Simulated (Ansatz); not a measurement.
A run of Ansatz 0.2.0 is set up as follows.

The input input.yaml:

```yaml
crystal:
  lattice:
    - [2.881, 0.0, 0.0]
    - [0.0, 2.881, 0.0]
    - [0.0, 0.0, 2.881]
  atoms:
    - { symbol: Ni, position: [0.5, 0.5, 0.5], spin: 0.5 }
    - { symbol: Al, position: [0.0, 0.0, 0.0] }
hamiltonian:
  xc: pbesol
  pseudopotentials: { kind: paw }
magnetization:
  spin_polarized: true
  initial_magnetization: 0.5
  spin_locking: { lock_magnetization: hard }
kpoints:
  mp_grid: { grid: [8, 8, 8] }
scf:
  occupations: { method: fermi_dirac, width: 0.05 }
  lower_state_search: "off"
output:
  forces: true
  stress: true
  eigenvalues: true
```

Potentials or basis: Ansatz PAW.

Command:

```sh
$ ansatz run input.yaml --threads 2 --pin off --max-ram 5632MiB --backend cpu --events-out ev --progress --plain --runs-dir out
```

Task: Estimate the pressure.

Result: -2.4 GPa.

Caveat: the total moment is fixed, so each spin has its own Fermi level; the PAW data sets come from PBE, with cores solved anew for the run's functional, which leaves a small shift of forces and pressure; the thresholds are loose for stress.
